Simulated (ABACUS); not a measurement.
## Au: equation of state with RPBE

Au:

```
Au
1.0
     0.00000    2.03500    2.03500
     2.03500    0.00000    2.03500
     2.03500    2.03500    0.00000
Au
1
Direct
  0.00000 0.00000 0.00000
```

* Program: ABACUS 3.10.1
* Task: equation of state
* Functional: RPBE
* Potentials or basis: SPMS ONCV 1.0 PBE
* Cutoff: 1034 eV
* Density cutoff: 4136 eV
* Basis: plane waves
* k mesh: 9 × 9 × 9
* Occupations: fermi-dirac, width 0.05 eV
* Spin: no spin polarisation
* Radial cutoff of the potentials (pseudo_rcut): 10 bohr
* SCF threshold on the density: 1e-08
* Max SCF steps: 100
* Eigensolver: dav
* Mixing: broyden
* Mixing share: 0.7
* Symmetry key: 1
* Bands: 14

* Equilibrium volume: 18.50 Å³/atom (rough: see the caveat)
* Bulk modulus: 124 GPa (rough)

Energy against volume, from the lowest point:
| volume (Å³/atom) | energy (meV/atom) |
| --- | --- |
| 15.843 | 202.91 |
| 16.518 | 98.21 |
| 17.192 | 33.52 |
| 17.866 | 0.00 |

All runs of the series together: 11 s on 4 threads of Intel(R) Xeon(R) Platinum 8488C (Sapphire Rapids), with other jobs on the host.

Caveat: the minimum lies outside the volumes run; the potentials were made for another functional, which shifts forces and pressure. The run has no spin-orbit coupling, so splittings on Au are missing.
